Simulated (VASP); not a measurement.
Ti: single point with r2SCAN

The system is Ti, a slab with vacuum.

```
Ti
1.0
     2.93519    0.00000    0.00000
    -1.46759    2.54195    0.00000
     0.00000    0.00000   24.27610
Ti
5
Direct
  0.33333 0.66667 0.31379
  0.66667 0.33333 0.40244
  0.33333 0.66667 0.50000
  0.66667 0.33333 0.59756
  0.33333 0.66667 0.68621
```

The slab is cut from a database's or a generator's crystal, which needn't be the stable form of the element.

The cell isn't the ideal one: (0 0 1) slab, atoms relaxed.

```yaml
Program: VASP 6.6.1
Task: single point
Functional: r2SCAN
Potentials_or_basis: VASP PAW PBE potentials, release 64 (Ti_sv)
Cutoff: 520 eV
k_mesh: 12 × 12 × 1
Occupations: gaussian, width 0.1 eV
Spin: no spin polarisation
```

| Property | Result |
| --- | --- |
| Largest force | 0.046 eV/Å |
| Band gap on the k mesh | none (metal or under the smearing width) |

Forces on the atoms (eV/Å):
```
Ti   0.000  0.000 -0.046
Ti   0.000  0.000  0.021
Ti   0.000  0.000  0.000
Ti   0.000  0.000 -0.021
Ti   0.000  0.000  0.046
```

Levels at points of the mesh, in eV from the Fermi level:
```csv
k point,band 28,band 29,band 30,band 31,band 32,band 33
"(0.00, 0.00, 0.00)",0.38,0.40,0.73,0.73,0.75,0.75
"(0.50, 0.00, 0.00)",-1.01,-0.85,0.30,0.42,0.73,1.04
```

It took 7.8 min on 1 thread of Intel(R) Xeon(R) Platinum 8488C (Sapphire Rapids), with other jobs on the host, peak memory 0.39 GiB.

Caveat: the PAW data sets were made with another functional, which shifts forces and pressure a little.
